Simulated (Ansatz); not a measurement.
NbAs:

```
Nb As
1.0
    -1.72585    1.72585    5.84000
     1.72585   -1.72585    5.84000
     1.72585    1.72585   -5.84000
Nb As
2 2
Direct
  0.50000 0.00000 0.50000
  0.75000 0.75000 0.00000
  0.91600 0.41600 0.50000
  0.16600 0.16600 0.00000
```

```yaml
Program: Ansatz 0.2.0
Task: relaxation of cell and atoms
Functional: RPBE
Dispersion: D3(BJ)
Potentials_or_basis: Ansatz PAW
Cutoff: "420 eV (not typed: the program's choice for these potentials)"
k_mesh: 11 × 11 × 11
Occupations: fermi-dirac, width 0.05 eV
Spin: no spin polarisation
```

At the start: volume 17.39 Å³/atom.

Task: Where does the relaxation end?

Result: It ends after 7 steps and the volume is 14.59 Å³/atom (-16.1 %); space group I4_1md (No. 109, to 0.05 Å).

Step by step:
```tsv
step	energy change (eV)	largest force (eV/Å)	volume (Å³)
1	0.0000	0.3322	69.58
2	-1.1537	0.0648	60.77
3	-1.2674	0.2564	58.00
4	-1.2731	0.0508	58.41
5	-1.2734	0.0075	58.38
6	-1.2734	0.0014	58.37
7	-1.2712	0.0013	58.37
```

Final structure:
```yaml
crystal:
  lattice:
    - [-1.66303, 1.66303, 5.27635]
    - [1.66303, -1.66303, 5.27635]
    - [1.66303, 1.66303, -5.27635]
  atoms:
    - { symbol: Nb, position: [0.49563, 0.99563, 0.50000] }
    - { symbol: Nb, position: [0.74563, 0.74563, 0.00000] }
    - { symbol: As, position: [0.92037, 0.42037, 0.50000] }
    - { symbol: As, position: [0.17037, 0.17037, 0.00000] }
```

Caveat: the volume moved by over 15 % at a fixed basis, so the end points are rough; the plane-wave basis is chosen anew once the cell has moved, so the energies of steps on either side of that aren't comparable; the volume moved by -16 % from the deposited cell, more than functionals usually miss; the PAW data sets come from PBE, with cores solved anew for the run's functional, which leaves a small shift of forces and pressure.
